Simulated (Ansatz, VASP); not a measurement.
**One calculation of HfO2, two programs**

Contents of INCAR:

```
SYSTEM = HfO2
PREC = Accurate
ENCUT = 520
EDIFF = 1E-7
ISMEAR = 0
SIGMA = 0.01
LREAL = .FALSE.
LASPH = .TRUE.
NELM = 80
ALGO = Normal
ISIF = 2
LWAVE = .FALSE.
LCHARG = .FALSE.
GGA = PE
NBANDS = 18
```

The input KPOINTS:

```
regular mesh
0
G
  8 8 8
  0 0 0
```

The input POSCAR:

```
HfO2
1.0
    0.0000000000      2.5005380718      2.5005380718
    2.5005380718      0.0000000000      2.5005380718
    2.5005380718      2.5005380718      0.0000000000
Hf O
1 2
Direct
    0.0000000000      0.0000000000      0.0000000000
    0.2500000000      0.2500000000      0.2500000000
    0.7500000000      0.7500000000      0.7500000000
```

Input for Ansatz:

```yaml
crystal:
  lattice:
    - [0.0, 2.50053807185, 2.50053807185]
    - [2.50053807185, 0.0, 2.50053807185]
    - [2.50053807185, 2.50053807185, 0.0]
  atoms:
    - { symbol: Hf, position: [0.0, 0.0, 0.0] }
    - { symbol: O, position: [0.25, 0.25, 0.25] }
    - { symbol: O, position: [0.75, 0.75, 0.75] }
kpoints:
  mp_grid: { grid: [8, 8, 8] }
scf:
  occupations: { method: fixed }
hamiltonian:
  xc: pbe
  pseudopotentials: { kind: paw }
output:
  forces: true
  stress: true
  eigenvalues: true
  eigenstates:
    nscf_kmesh: { grid: [12, 12, 12] }
    de_dk: true
    e_range: [-4, 7.661363409061]
  optics:
    e_range: [0, 30]
    de: 0.2
    sigma: 0.2
    bands: { spectra_wanted_up_to: 30 }
    nscf_kmesh: { grid: [12, 12, 12] }
checkpoint:
  write: ck
  write_wavefunctions: false
```

Measurements of this composition are mostly on another form, of space group No. 14.

Alike in both runs: task single point; functional PBE; k mesh 8 × 8 × 8; no spin polarisation.

|  | VASP | Ansatz |
| --- | --- | --- |
| version | VASP 6.6.1 | Ansatz 0.2.0 |
| potentials or method | VASP PAW PBE potentials, release 64 (Hf_pv, O) | PAW with Ansatz's default frozen-core files, scalar-relativistic |
| plane-wave cutoff (eV) | 520 | 420 |
| occupations | gaussian, width 0.01 eV | fixed |
| valence electrons in the cell | 22 | 38 |

VASP gave:

```
gap on the k mesh at the Fermi level (eV) : 3.91
pressure (GPa)                            : 11.7
```

Task: What did Ansatz give for the same quantities?

Result: gap on the k mesh at the Fermi level (eV): 3.88; pressure (GPa): 15.9.

One of these differences is far larger than is usual between the two programs; its cause wasn't traced. The two sets of potentials don't hold the same shells in valence.

Caveats: spin-orbit coupling is left out, which moves the levels of the heavy elements. A k mesh can miss the band edges. PBE gaps usually lie below the measured ones, often by a third to a half.
